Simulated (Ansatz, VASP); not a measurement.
## One calculation of SiNi, two programs

The input INCAR:

```
SYSTEM = SiNi
  PREC = Accurate
  ENCUT = 520
  EDIFF = 1E-7
  ISMEAR = -1
  SIGMA = 0.05
  LREAL = .False.
  LASPH = .True.
  NELM = 120
  ALGO = Normal
  ISIF = 2
  LWAVE = .False.
  LCHARG = .False.
  ISPIN = 2
  MAGMOM = 1 1 0 0
  LORBIT = 11
  LMAXMIX = 4
  GGA = PE
  NBANDS = 26
```

Contents of KPOINTS:

```
Automatic mesh
0
Gamma
  9 8 6
  0 0 0
```

File POSCAR:

```
SiNi
1.0
    2.9230199262      0.0000000000      0.0000000000
    0.0000000000      3.2583092690      0.0000000000
    0.0000000000      0.0000000000      4.6460535540
Ni Si
2 2
Direct
    0.5000000000      0.5000000000      0.3424955900
    0.0000000000      0.0000000000      0.6575044100
    0.5000000000      0.5000000000      0.8431431600
    0.0000000000      0.0000000000      0.1568568400
```

The input input.yaml:

```yaml
crystal:
  lattice:
    - [2.9230199262, 0.0, 0.0]
    - [0.0, 3.258309269, 0.0]
    - [0.0, 0.0, 4.646053554]
  atoms:
    - { symbol: Ni, position: [0.5, 0.5, 0.34249559], spin: 1.0 }
    - { symbol: Ni, position: [0.0, 0.0, 0.65750441], spin: 1.0 }
    - { symbol: Si, position: [0.5, 0.5, 0.84314316] }
    - { symbol: Si, position: [0.0, 0.0, 0.15685684] }
hamiltonian:
  xc: pbe
  pseudopotentials: { kind: paw }
magnetization:
  spin_polarized: true
kpoints:
  mp_grid: { grid: [9, 8, 6] }
scf:
  occupations: { method: fermi_dirac, width: 0.05 }
output:
  forces: true
  stress: true
  eigenvalues: true
  write_density: true
  write_potential: true
  elf: true
  volumetric_format: npy
```

Change from the starting cell: volume scaled by 0.98.

Alike in both runs: task single point; functional PBE; k mesh 9 × 8 × 6; occupations fermi-dirac, width 0.05 eV; collinear spin, ferromagnetic start.

```csv
,VASP,Ansatz
version,VASP 6.6.1,Ansatz 0.2.0
potentials or method,"VASP PAW PBE potentials, release 64 (Ni, Si)",Ansatz PAW
plane-wave cutoff (eV),520,420
valence electrons in the cell,28,44
```

Ansatz gave:

| Property | Result |
| --- | --- |
| gap on the k mesh at the Fermi level (eV) | none |
| pressure (GPa) | 11.2 |
| largest component of the traceless stress (GPa) | 0.71 |
| rms of the force components (eV/Å) | 0.053 |
| net moment per atom (μB) | 0.00 |

Problem. Which values does VASP return?

Solution. gap on the k mesh at the Fermi level (eV): none; pressure (GPa): 11.2; largest component of the traceless stress (GPa): 0.81; rms of the force components (eV/Å): 0.057; net moment per atom (μB): 0.00.

Atom by atom the forces differ by 0.004 eV/Å (rms over components). A gap of «none» marks a metal or a gap that the smearing closes. The two sets of potentials don't hold the same shells in valence.

Caveats: the starting moments weren't kept (Ansatz).
